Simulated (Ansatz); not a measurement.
# Scandium, omega (AlB2-type) under PBE: ground state and equation of state

Aim: take scandium in the omega (AlB2-type) structure, relax it, solve it on a dense k-mesh, then scale the cell to 7 volumes from 88 to 112 % of the relaxed one and try a fit of the equation of state. Spin polarisation is left out. The k-meshes are 7×7×10 for the relaxation; 9×9×13 for the dense run; 8×8×11 for the volumes.

Method: DFT PBE, plane waves (420 eV) with PAW, scalar-relativistic, in Ansatz 0.2.0.

## 1. Starting point

It takes space group P6/mmm (No. 191, hexagonal). Conventional cell: a = 5.208 Å, b = 5.208 Å, c = 3.193 Å, α = 90.00°, β = 90.00°, γ = 120.00°. Sc (site symmetry 6/mmm) is surrounded by 14 Sc at 3.19 to 3.40 Å. Around Sc (site symmetry -6m2) lie 11 Sc at 3.01 to 3.40 Å.

Coordinates:

```cif
data_structure
_symmetry_space_group_name_H-M 'P 1'
_symmetry_Int_Tables_number 1
_cell_length_a 5.2084
_cell_length_b 5.2084
_cell_length_c 3.1927
_cell_angle_alpha 90.000
_cell_angle_beta 90.000
_cell_angle_gamma 120.000
_cell_volume 75.01
loop_
_atom_site_label
_atom_site_type_symbol
_atom_site_fract_x
_atom_site_fract_y
_atom_site_fract_z
_atom_site_occupancy
Sc1 Sc 0.00000 0.00000 0.00000 1
Sc2 Sc 0.33333 0.66667 0.50000 1
Sc3 Sc 0.66667 0.33333 0.50000 1
```

## 2. Relaxation of the cell

Input file input.yaml:

```yaml
crystal:
  lattice:
    - [5.2083761254, 0.0, 0.0]
    - [-2.6041880627, 4.5105860371, 0.0]
    - [0.0, 0.0, 3.1927345649]
  atoms:
    - { symbol: Sc, position: [0.0, 0.0, 0.0] }
    - { symbol: Sc, position: [0.3333333333, 0.6666666667, 0.5] }
    - { symbol: Sc, position: [0.6666666667, 0.3333333333, 0.5] }
hamiltonian:
  xc: pbe
  pseudopotentials:
    kind: paw
    azcp:
      Sc: "pseudopotentials/Sc.paw.azcp"
basis:
  ecutwfc: 420
  fft_grid_basis: typed
kpoints:
  mp_grid: { grid: [7, 7, 10], shift: [0, 0, 0] }
magnetization:
  spin_polarized: false
scf:
  occupations: { method: fermi_dirac, width: 0.1 }
relax:
  max_steps: 60
  f_tol: 0.01
  cell: {}
```

Launch:

```bash
$ ansatz run input.yaml --threads 1 --pin off --max-ram 3584MiB --backend cpu --events-out ev --progress --plain --runs-dir out
```

After this run come: The energy on a finer k-mesh; The cell scaled to 88 % of its volume; The cell scaled to 92 % of its volume; The cell scaled to 96 % of its volume; The cell scaled to 100 % of its volume; The cell scaled to 104 % of its volume; The cell scaled to 108 % of its volume; The cell scaled to 112 % of its volume.

Q: Predict the outcome of this session. Wanted: space group; conventional cell; volume; shortest distance; gap on the mesh; relative to hcp; V₀, B₀, B₀′.

The runs gave:

```
                      quantity                                   value
space group (spins left aside)                        P6/mmm (No. 191)
             conventional cell  a = 5.140 Å, c = 3.219 Å (c/a = 0.626)
                        volume                          24.550 Å³/atom
             shortest distance                                 2.967 Å
               gap on the mesh            none (levels filled in part)
               relative to hcp                            +60 meV/atom
                   V₀, B₀, B₀′             24.467 Å³/atom, 53 GPa, 3.3
```

In words: The relaxation shrank the cell by 1.8 % in volume. It lies 60 meV/atom above the element's reference form at the same level (hcp, from a run of its own). Levels at the Fermi energy are filled in part, as in a metal. B₀ comes out at 53 GPa; letting shape and positions relax at each volume could only lower it. Relaxation kept the symmetry; phonons were not checked.
